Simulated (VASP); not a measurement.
## Cu2O (Cuprite): relaxation of the atoms with PBEsol

Cu2O (Cuprite):

```
CELL_PARAMETERS angstrom
4.14476 0.00000 0.00000
0.00000 4.14476 0.00000
0.00000 0.00000 4.14476
ATOMIC_POSITIONS crystal
Cu 0.25000 0.25000 0.25000
Cu 0.25000 0.75000 0.75000
Cu 0.75000 0.75000 0.25000
Cu 0.75000 0.25000 0.75000
O 0.00000 0.00000 0.00000
O 0.50000 0.50000 0.50000
```

The cell isn't the ideal one: a relaxed cell with its volume scaled by 0.94.

- Program: VASP 6.6.1
- Task: relaxation of the atoms
- Functional: PBEsol
- Potentials or basis: VASP PAW PBE potentials, release 64 (Cu, O)
- Cutoff: 600 eV
- k mesh: 6 × 6 × 6
- Occupations: gaussian, width 0.03 eV
- Spin: no spin polarisation
- Further INCAR settings: ALGO = Normal; EDIFF = 1e-07; IBRION = 2; EDIFFG = -0.01; NSW = 40

```json
{
  "Pressure after relaxing": "9.4 GPa",
  "Band gap on the k mesh": "0.71 eV, direct"
}
```

Final structure:
```
CELL_PARAMETERS angstrom
4.14476 0.00000 0.00000
0.00000 4.14476 0.00000
0.00000 0.00000 4.14476
ATOMIC_POSITIONS crystal
Cu 0.25000 0.25000 0.25000
Cu 0.25000 0.75000 0.75000
Cu 0.75000 0.75000 0.25000
Cu 0.75000 0.25000 0.75000
O 0.00000 0.00000 0.00000
O 0.50000 0.50000 0.50000
```

Levels at points of the mesh, in eV from the valence-band top:
```tsv
k point	band 26	band 27	band 28	band 29	band 30	band 31
(0.00, 0.00, 0.00)	0.00	0.00	0.00	0.71	0.88	0.88
(0.50, 0.00, 0.00)	-1.35	-0.46	-0.46	2.44	2.44	4.15
(0.50, 0.50, 0.00)	-1.36	-0.75	-0.75	1.91	1.91	3.99
(0.50, 0.50, 0.50)	-0.64	-0.64	-0.64	2.27	2.27	2.27
```

It took 16 s on 2 MPI ranks on Intel(R) Xeon(R) 6975P-C (Granite Rapids) (shared host), peak memory 0.21 GiB a rank.

Caveat: the relaxation stopped at its first step, so nothing moved; the PAW data sets were made with another functional, which shifts forces and pressure a little. A k mesh can miss the band edges.
